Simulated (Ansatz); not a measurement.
Sb:

```
CELL_PARAMETERS angstrom
2.15420 1.24373 3.75800
-2.15420 1.24373 3.75800
0.00000 -2.48746 3.75800
ATOMIC_POSITIONS crystal
Sb 0.76651 0.76651 0.76651
Sb 0.23349 0.23349 0.23349
```

Base run:

| Item | Value |
| --- | --- |
| Program | Ansatz 0.2.0 |
| Functional | r2SCAN |
| Potentials or basis | Ansatz PAW |
| Cutoff | 500 eV (not typed: the program's choice for these potentials) |
| k mesh | 8 × 8 × 8 |
| Occupations | fermi-dirac, width 0.05 eV |
| Spin | no spin polarisation |

Its results: band gap on the k mesh none (metal or under the smearing width); pressure 1.7 GPa; largest force 0.006 eV/Å.

**Question.** The run is repeated on the same cell with these changes: functional from r2SCAN to PBE; cutoff from 500 eV (not typed: the program's choice for these potentials) to 420 eV (not typed: the program's choice for these potentials). What comes out?

**Answer.** Band gap on the k mesh none (metal or under the smearing width); pressure 2.7 GPa; largest force 0.159 eV/Å.

Caveats: spin-orbit coupling is left out, which moves the levels of the heavy elements; the PAW data sets come from PBE, with cores solved anew for the run's functional, which leaves a small shift of forces and pressure (some runs).
